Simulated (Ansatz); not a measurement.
Sc: pressure against volume

Sc, P6/mmm, a = 5.121 Å, c = 3.233 Å. This isn't the element's structure at ambient conditions. Ansatz: PBE, PAW, 420 eV, Γ-centred 10×10×14 mesh on 3 atoms, Gaussian smearing 0.10 eV; no spin polarisation. Shape and atoms are relaxed at each volume; pressure is positive in compression.

| V (Å³/atom) | P (GPa) |
| --- | --- |
| 21.541 | 8.35 |
| 22.275 | 5.84 |
| 23.009 | ? |
| 23.744 | 1.70 |
| 24.478 | 0.00 |
| 25.213 | -1.50 |
| 25.947 | -2.82 |
| 26.926 | -4.32 |

**Question.** Take V0 = 24.478 Å³/atom, fit the third-order Birch–Murnaghan form to the other rows, and predict the missing pressure.

**Answer.** With the Eulerian strain f = ½[(V0/V)^(2/3) − 1] and y = P/[3f(1 + 2f)^(5/2)], the form is the line y = B0 + 1.5 B0 (B0′ − 4) f. Rows (f, y): 0.04447, 50.6; 0.03245, 51.3; 0.01025, 52.5; -0.00977, 53.8; -0.01905, 54.4; -0.03078, 54.8. Means f = 0.004595, y = 52.900; Σ(Δf)² = 0.004415, ΣΔfΔy = -0.2542; the slope is their ratio. y = 53.16 − 57.57 f GPa, so B0 = 53.2 GPa and B0′ = 4 + 2 × (-57.57)/(3 × 53.16) = 3.28. At V = 23.009, f = 0.02106, y = 51.95 and P = 3.64 GPa. The run gave 3.64 GPa, the same to the digits shown.